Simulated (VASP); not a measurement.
# InSb (F-43m) in VASP: a series of runs, part 3 of 3

VASP 6.6.1.

### Step 4. Band structure, PBE

This run uses another cell than the first one, of 36.52 Å³/atom, 1.086 times its volume.

Input file INCAR:

```
SYSTEM = InSb
PREC = Accurate ; ENCUT = 520
EDIFF = 1E-6 ; ISMEAR = 0
SIGMA = 0.03 ; LREAL = .False.
LASPH = .True. ; NELM = 80
ALGO = Fast ; ISIF = 2
LWAVE = .False. ; LCHARG = .False.
GGA = PE ; NBANDS = 16
ICORELEVEL = 1
```

Input file KPOINTS:

```
Automatic mesh
0
Gamma
  10 10 10
  0 0 0
```

Input file POSCAR:

```
InSb                                    
1.0
    0.0000000000      3.3176396663      3.3176396663
    3.3176396663     -0.0000000000      3.3176396663
    3.3176396663      3.3176396663     -0.0000000000
  In              Sb            
     1     1
Direct
     0.0000000000000000    0.0000000000000000    1.0000000000000000
     0.2500000000000000    0.2500000000000000    0.2500000000000000
```

Input file KPOINTS_OPT:

```
explicit points
209
Reciprocal
 0.0000000000  0.0000000000  0.0000000000 1
 0.0263157895  0.0000000000  0.0263157895 1
 0.0526315789  0.0000000000  0.0526315789 1
 0.0789473684  0.0000000000  0.0789473684 1
 0.1052631579  0.0000000000  0.1052631579 1
 0.1315789474  0.0000000000  0.1315789474 1
[... 201 lines left out ...]
 0.4250000000  0.0000000000  0.4250000000 1
 0.4500000000  0.0000000000  0.4500000000 1
```

Command:

```
cat potpaw_PBE.64/In_d/POTCAR potpaw_PBE.64/Sb/POTCAR > POTCAR
mpirun -np 1 vasp_std > vasp.out
```

Run time: 1.7 min. Hardware: 1 thread of Intel Xeon Platinum 8488C (Sapphire Rapids), shared host; peak memory 0.26 GiB.

The run converged. Its results:

```
Free energy             : -6.9522 eV
Pressure                : 0.0 GPa
Band gap along the path : none (metal or under the smearing width)
```

Levels at the corners of the path, in eV from the Fermi level:
| point | band 6 | band 7 | band 8 | band 9 | band 10 | band 11 | band 12 | band 13 |
| --- | --- | --- | --- | --- | --- | --- | --- | --- |
| Γ | -10.29 | -0.60 | -0.01 | -0.01 | -0.01 | 2.96 | 2.96 | 2.96 |
| X | -8.58 | -5.63 | -2.04 | -2.04 | 1.35 | 1.46 | 7.72 | 7.72 |
| X | -8.58 | -5.63 | -2.04 | -2.04 | 1.35 | 1.46 | 7.72 | 7.72 |
| W | -8.55 | -5.54 | -2.58 | -2.45 | 3.24 | 3.96 | 4.07 | 4.92 |
| W | -8.55 | -5.54 | -2.58 | -2.45 | 3.24 | 3.96 | 4.07 | 4.92 |
| K | -8.61 | -5.51 | -2.81 | -1.73 | 1.64 | 3.58 | 6.00 | 6.19 |
| K | -8.61 | -5.51 | -2.81 | -1.73 | 1.64 | 3.58 | 6.00 | 6.19 |
| Γ | -10.29 | -0.60 | -0.01 | -0.01 | -0.01 | 2.96 | 2.96 | 2.96 |
| Γ | -10.29 | -0.60 | -0.01 | -0.01 | -0.01 | 2.96 | 2.96 | 2.96 |
| L | -9.10 | -5.31 | -0.91 | -0.91 | 0.41 | 3.79 | 3.79 | 6.11 |
| L | -9.10 | -5.31 | -0.91 | -0.91 | 0.41 | 3.79 | 3.79 | 6.11 |
| U | -8.61 | -5.51 | -2.81 | -1.73 | 1.64 | 3.58 | 6.00 | 6.19 |
| U | -8.61 | -5.51 | -2.81 | -1.73 | 1.64 | 3.58 | 6.00 | 6.19 |
| W | -8.55 | -5.54 | -2.58 | -2.45 | 3.24 | 3.96 | 4.07 | 4.92 |
| W | -8.55 | -5.54 | -2.58 | -2.45 | 3.24 | 3.96 | 4.07 | 4.92 |
| L | -9.10 | -5.31 | -0.91 | -0.91 | 0.41 | 3.79 | 3.79 | 6.11 |
| L | -9.10 | -5.31 | -0.91 | -0.91 | 0.41 | 3.79 | 3.79 | 6.11 |
| K | -8.61 | -5.51 | -2.81 | -1.73 | 1.64 | 3.58 | 6.00 | 6.19 |
| U | -8.61 | -5.51 | -2.81 | -1.73 | 1.64 | 3.58 | 6.00 | 6.19 |
| X | -8.58 | -5.63 | -2.04 | -2.04 | 1.35 | 1.46 | 7.72 | 7.72 |

Core levels (eV, on the scale of the bands):
```
atom                                                                                               levels
1 In            1s -27739.3, 2s -4145.8, 2p -3719.8, 3s -779.7, 3p -640.3, 3d -423.9, 4s -111.0, 4p -69.5
2 Sb  1s -30288.5, 2s -4600.4, 2p -4128.6, 3s -894.2, 3p -740.4, 3d -506.0, 4s -139.2, 4p -92.2, 4d -24.0
```

Caveat: spin-orbit coupling is left out, which moves the levels of the heavy elements; this crystal is a semiconductor, whose small gap the functional closes, so the metal is an error of the method.

### Step 5. Summary

```tsv
level	potentials or basis	cell	pressure (GPa)
LDA	VASP PAW LDA potentials, release 64 (In_d, Sb)	F-43m, 33.62 Å³/atom	0.0
PBEsol	VASP PAW PBE potentials, release 64 (In_d, Sb)	F-43m, 34.66 Å³/atom	0.0
PBE	VASP PAW PBE potentials, release 64 (In_d, Sb)	F-43m, 36.52 Å³/atom	0.0
```

Alike in all rows: task band structure; no spin polarisation; k mesh 10 × 10 × 10; cutoff (eV) 520; smearing gaussian 0.03 eV.

Caveats: spin-orbit coupling is left out, which moves the levels of the heavy elements; this crystal is a semiconductor, whose small gap the functional closes, so the metal is an error of the method; the PAW data sets were made with another functional, which shifts forces and pressure a little (some runs).

Total energies depend on the potentials used, so only differences within one code and one set of settings carry meaning.

### Step 6. Against experiment

Step 2. A measured gap of InSb is 0.24 eV (quoted in “Electronic Structure and Epitaxy of CdTe Shells on InSb Nanowires”, 2021, arxiv:2111.05126); the calculated 0.00 eV misses it by -0.24 eV. Spin-orbit coupling on In, Sb is left out. The value is that of LDA, without temperature or zero-point motion. Semilocal functionals fall short of measured gaps as a rule.

Step 3. Measured gap of InSb: 0.24 eV (quoted in “Electronic Structure and Epitaxy of CdTe Shells on InSb Nanowires”, 2021, arxiv:2111.05126). This calculation gives 0.00 eV (-0.24 eV). Spin-orbit coupling on In, Sb is left out. The value is that of PBEsol, without temperature or zero-point motion. Semilocal functionals fall short of measured gaps as a rule.

Step 4. Measured gap of InSb: 0.24 eV (quoted in “Electronic Structure and Epitaxy of CdTe Shells on InSb Nanowires”, 2021, arxiv:2111.05126). This calculation gives 0.00 eV (-0.24 eV). Spin-orbit coupling on In, Sb is left out. The value is that of PBE, without temperature or zero-point motion. Semilocal functionals fall short of measured gaps as a rule.
